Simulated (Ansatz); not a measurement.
# Effect of strain tensor (xx, yy, zz, yz, xz, xy) = (+0.68, −0.12, −1.83, −0.11, +0.36, −1.28) % on AlSb

Base system: AlSb in the zinc blende structure (space group F-43m, No. 216; a = 6.226 Å). Axes: x, y, z lie along the cube axes.

It is then changed as follows: strain tensor (xx, yy, zz, yz, xz, xy) = (+0.68, −0.12, −1.83, −0.11, +0.36, −1.28) %; the atoms relax in the strained cell.

Computed with Kohn–Sham DFT with the PBE functional, run in Ansatz (an electronic-structure program) with PAW and 420 eV plane waves, no spin-orbit coupling. k-mesh 13×13×13 (Γ-centred); smearing 0.05 eV (Fermi–Dirac).

The volume per atom drops by 0.39 Å³, from 30.16 Å³ to 29.77 Å³ and the space group changes from F-43m (No. 216) to P1 (No. 1). The shortest interatomic distance shrinks by 0.0222 Å, from 2.696 Å to 2.673 Å and the energy increases by 4.4 meV/atom. The pressure (mean of the normal stresses, compression positive) increases by 0.65 GPa, from -0.01 GPa to 0.64 GPa and the band gap drops by 0.204 eV, from 1.24 eV to 1.03 eV. The gap character is indirect, Γ → V and the smallest direct gap stays essentially unchanged (1.28 eV against 1.27 eV). The valence-band top at Γ (three highest levels, from the VBM) goes from 0.00, 0.00, 0.00 eV to 0.00, -0.02, -0.21 eV and the valley order (the lowest conduction-band minima on the path, energy above the VBM, named in the base's zone) goes from L along ⟨111⟩ 1.24 eV; a point along ⟨100⟩, about 0.9 Å⁻¹ from Γ 1.27 eV; Γ 1.28 eV to a point along [001], about 0.9 Å⁻¹ from Γ 1.03 eV; L along [11-1] 1.05 eV; L along [111] 1.09 eV; a point along [010], about 0.9 Å⁻¹ from Γ 1.19 eV; Γ 1.27 eV. The largest internal atomic displacement amounts to 0.012 Å and the stress (xx, yy, zz, yz, xz, xy; compression positive) comes out as (0.20, 0.55, 1.18, 0.09, -0.27, 0.92) GPa.

Cost of the whole job for the changed cell (relaxation, final SCF and bands): very roughly 3 core-minutes.

With Sb present, leaving out spin-orbit coupling can change the band edges. Stability against distortions was not tested. Labels are those of the standard path for the cell's own space group.
